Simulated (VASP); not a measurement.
VASP 6.6.1 run: Sn

INCAR

```
NSW = 0
LREAL = Auto
NELM = 120
ISIF = 2
LWAVE = .FALSE.
ISMEAR = -5
ENCUT = 520
LASPH = .TRUE.
IBRION = -1
SIGMA = 0.1
LCHARG = .FALSE.
PREC = Accurate
NBANDS = 21
GGA = PS
EDIFF = 1E-7
```

KPOINTS

```
KPOINTS created by Atomic Simulation Environment
0
Gamma
6 6 6
0 0 0
```

POSCAR

```
Sn
 1.0000000000000000
     0.0000000000000000    3.2844597813481733    3.2844597813481733
     3.2844597813481733   -0.0000000000000000    3.2844597813481733
     3.2844597813481733    3.2844597813481733   -0.0000000000000000
 Sn
   2
Cartesian
 -0.0000000000000000 -0.0000000000000000 -0.0000000000000000
  1.6422298906740866  1.6422298906740866  1.6422298906740866
```

The recommended PBE PAW datasets give the neutral cell 28 valence electrons.

Command

```
mpirun -np 1 vasp_std
```

OSZICAR

```
N       E                     dE             d eps       ncg     rms          rms(c)
DAV:   1     0.225695714626E+03    0.22570E+03   -0.14372E+04   682   0.186E+03
DAV:   2     0.172036399092E+02   -0.20849E+03   -0.20438E+03   677   0.450E+02
DAV:   3    -0.763796675190E+01   -0.24842E+02   -0.24712E+02   767   0.142E+02
DAV:   4    -0.849323970510E+01   -0.85527E+00   -0.85503E+00   767   0.292E+01
DAV:   5    -0.852809110217E+01   -0.34851E-01   -0.34849E-01   990   0.553E+00    0.313E+00
DAV:   6    -0.846106060411E+01    0.67030E-01   -0.41110E-02   905   0.267E+00    0.177E+00
DAV:   7    -0.842946400712E+01    0.31597E-01   -0.51970E-02   809   0.249E+00    0.167E-01
DAV:   8    -0.843051438842E+01   -0.10504E-02   -0.72290E-03   747   0.977E-01    0.550E-02
DAV:   9    -0.843074112675E+01   -0.22674E-03   -0.42813E-04   809   0.149E-01    0.101E-02
DAV:  10    -0.843073592897E+01    0.51978E-05   -0.16349E-05   888   0.329E-02    0.582E-03
DAV:  11    -0.843073463361E+01    0.12954E-05   -0.38589E-06   724   0.110E-02    0.582E-04
DAV:  12    -0.843073439935E+01    0.23426E-06   -0.13034E-07   653   0.356E-03    0.344E-04
DAV:  13    -0.843073411550E+01    0.28385E-06   -0.19619E-08   487   0.105E-03    0.203E-04
DAV:  14    -0.843073418977E+01   -0.74276E-07   -0.38987E-09   416   0.800E-04
   1 F= -.84307342E+01 E0= -.84307342E+01  d E =0.000000E+00
```

Standard output (part)

```
POSCAR found type information on POSCAR Sn
 POSCAR found :  1 types and       2 ions
|     You have a (more or less) 'small supercell' and for smaller cells       |
|     it is recommended to use the reciprocal-space projection scheme!        |
|     The real-space optimization is not efficient for small cells and it     |
|     is also less accurate ...                                               |
|     Therefore, set LREAL=.FALSE. in the INCAR file.                         |
 LDA part: xc-table for (Slater+PW92), standard interpolation
 POSCAR, INCAR and KPOINTS ok, starting setup
 WAVECAR not read
 entering main loop
|     Tetrahedron method does not include variations of the Fermi             |
|     occupations, so forces and stress will be inaccurate. We suggest        |
|     using a different smearing scheme ISMEAR = 1 or 2 for metals in         |
|     relaxations.                                                            |
```

From OUTCAR

```
k-points           NKPTS =     16   k-points in BZ     NKDIM =     16   number of bands    NBANDS=     21

   NELECT =      28.0000    total number of electrons

   dimension x,y,z NGX =    36 NGY =   36 NGZ =   36
   dimension x,y,z NGXF=    72 NGYF=   72 NGZF=   72

  energy-cutoff  :      520.00
  volume of cell :       70.86
      direct lattice vectors                 reciprocal lattice vectors
     0.000000000  3.284459781  3.284459781    -0.152232036  0.152232036  0.152232036
     3.284459781  0.000000000  3.284459781     0.152232036 -0.152232036  0.152232036
     3.284459781  3.284459781  0.000000000     0.152232036  0.152232036 -0.152232036

 k-points in reciprocal lattice and weights: KPOINTS created by Atomic Simulation Env
   0.00000000  0.00000000  0.00000000       0.005
   0.16666667  0.00000000  0.00000000       0.037
   0.33333333  0.00000000  0.00000000       0.037
   0.50000000  0.00000000  0.00000000       0.019
   0.16666667  0.16666667  0.00000000       0.028
   0.33333333  0.16666667  0.00000000       0.111
   0.50000000  0.16666667  0.00000000       0.111
  -0.33333333  0.16666667  0.00000000       0.111
   ...

 E-fermi :   5.1071

 k-point     1 :       0.0000    0.0000    0.0000
  band No.  band energies     occupation
      1     -16.4060      2.00000
      2     -16.4060      2.00000
      3     -16.4060      2.00000
      4     -16.3510      2.00000
      5     -16.3510      2.00000
      6     -16.0678      2.00000
      7     -16.0678      2.00000
      8     -16.0678      2.00000
      9     -16.0625      2.00000
     10     -16.0625      2.00000
     11      -5.2699      2.00000
     12       4.1799      2.00000
     13       5.2092      1.89545
     14       5.2092      1.89545
     15       5.2092      0.00000
     16       7.2623      0.00000
     17       7.2623      0.00000
     18       7.2623      0.00000
     19       9.9551      0.00000
     20      12.9981      0.00000
     21      12.9981      0.00000

 k-point     2 :       0.1667    0.0000    0.0000
  band No.  band energies     occupation
      1     -16.4207      2.00000
      2     -16.4207      2.00000
      3     -16.4000      2.00000
      4     -16.3296      2.00000
      5     -16.3296      2.00000
      6     -16.0969      2.00000
      7     -16.0969      2.00000
      8     -16.0753      2.00000
      9     -16.0375      2.00000
     10     -16.0375      2.00000
     11      -5.0129      2.00000
     12       2.2563      2.00000
     13       4.7873      1.99780
     14       4.7873      1.99780
     15       5.5513      0.00000
     16       7.8049      0.00000
     17       7.8049      0.00000
     18       8.3363      0.00000
     19      11.0772      0.00000
     20      11.9617      0.00000
     21      11.9617      0.00000

 ...

  Total       -0.3200331     -0.3200331     -0.3200331     -0.0000000     -0.0000000     -0.0000000
  in kB       -7.2357511     -7.2357511     -7.2357511     -0.0000000     -0.0000000     -0.0000000
  external PRESSURE =      -7.2357511 kB  Pullay stress =       0.0000000 kB

 POSITION                                       TOTAL-FORCE (eV/Angst)
 -----------------------------------------------------------------------------------
      0.00000      0.00000      0.00000        -0.000000      0.000000      0.000000
      1.64223      1.64223      1.64223         0.000000     -0.000000     -0.000000
 -----------------------------------------------------------------------------------
    total drift:                                0.000000      0.000000      0.000000

  FREE ENERGIE OF THE ION-ELECTRON SYSTEM (eV)
  ---------------------------------------------------
  free  energy   TOTEN  =        -8.4307341898 eV

  energy  without entropy=       -8.4307341898  energy(sigma->0) =       -8.43073419
```

It converged. Results: gap between bands v and c on the k mesh -0.22 eV (bands overlap: a metal); least direct gap on the k mesh 0.00 eV; pressure -0.7 GPa. Band v is the last that the valence electrons fill when counted band by band, and c is the next.

For comparison, a separate PBEsol run of the intended cell, on usual settings and not on those above, gives a gap of -0.22 eV on its mesh and a pressure of -0.6 GPa.

The run above took about 53 s on one core of a shared host (Intel Xeon Platinum 8488C) and held 0.2 GiB at most.
